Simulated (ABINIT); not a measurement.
A run of ABINIT 10.8.3 (patched build) is set up as follows.

Contents of run.abi:

```
pp_dirpath "./"
pseudos "Pb.GGA_PBE-JTH.xml, Te.GGA_PBE-JTH.xml"

acell 8.6347709725 8.6347709725 8.6347709725
rprim
     0.0000000000     0.7071067812     0.7071067812
     0.7071067812     0.0000000000     0.7071067812
     0.7071067812     0.7071067812     0.0000000000
ntypat 2
znucl 82 52
natom 2
typat 1 2
xred
     0.0000000000     0.0000000000     0.0000000000
     0.5000000000     0.5000000000     0.5000000000

ecut 462.593566 eV
pawecutdg 34.0

kptopt 1
ngkpt 6 6 6
nshiftk 1
shiftk 0.0 0.0 0.0

ixc 11

nband 14
occopt 3
tsmear 0.05 eV

nstep 100
tolvrs 1.0e-9

iomode 3
prtwf 0
prteig 0
prtebands 0
enunit 2
prtvol 2
prtden 1
prtvha 1
prtvclmb 1
prtpot 1
```

Potentials or basis: JTH PAW PBE v2.0.

Run with:

```sh
$ abinit run.abi > log 2>&1
```

Question: Predict the band gap on the k mesh.

Answer: 0.71 eV, direct.

Caveat: spin-orbit coupling is left out, which as a rule narrows the gap of such compounds by several tenths of an eV.

**The experiment to reproduce.**

From a printed reference work, monograph, for a bulk crystal of TePb at 4.2 K: band gap 0.19 eV (direct).

A measured gap of TePb is 0.19 eV (direct; 4.2 K; a printed reference work, monograph); the calculated 0.71 eV misses it by +0.52 eV. Spin-orbit coupling on Pb, Te is left out. The value is that of PBE on a finite k mesh, which can miss the band edges, without temperature or zero-point motion.
